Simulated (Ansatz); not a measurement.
Runs of Ansatz 0.2.0 on Gd. The structure is hexagonal, space group P6_3/mmc (No. 194). Conventional cell: a = 3.636 Å, b = 3.636 Å, c = 5.783 Å, α = 90.00°, β = 90.00°, γ = 120.00°. Around Gd (site symmetry -6m2) lie 12 Gd at 3.57 to 3.64 Å. 

| level | cutoff (eV) | gap on the mesh (eV) | pressure (GPa) | moment (μB) | relaxed volume (Å³/atom) |
| --- | --- | --- | --- | --- | --- |
| revPBE | 420 | none | 0.0 | 15.31 | 34.95 |
| PBEsol | 420 | none | 0.0 | (c) | 31.40 |
| r2SCAN | 500 | none | 0.0 | (a) | 33.86 |
| BLYP | 420 | none | 0.0 | 14.96 | 34.82 |
| RPBE | 420 | none | 0.0 | (b) | 35.45 |

Alike in all rows: task relaxation of cell and atoms; potentials or basis Ansatz PAW; spin collinear, ferromagnetic start; cell relaxed; k mesh 8 × 8 × 5; smearing fermi-dirac 0.05 eV.

Q: Fill in the values left out.

A: (a) 15.88; (b) 15.34; (c) 15.17.

Caveats: the plane-wave basis is chosen anew once the cell has moved, so the energies of steps on either side of that aren't comparable; spin-orbit coupling is left out, which moves the levels of the heavy elements; the PAW data sets come from PBE, with cores solved anew for the run's functional, which leaves a small shift of forces and pressure; the magnetic or orbital state may not be the lowest (some runs).

A k mesh can miss the band edges, and the runs leave out spin-orbit coupling on Gd.

A gap of «none» marks a metal or a gap under the smearing width.

Runs at the PBE level aren't shown here.
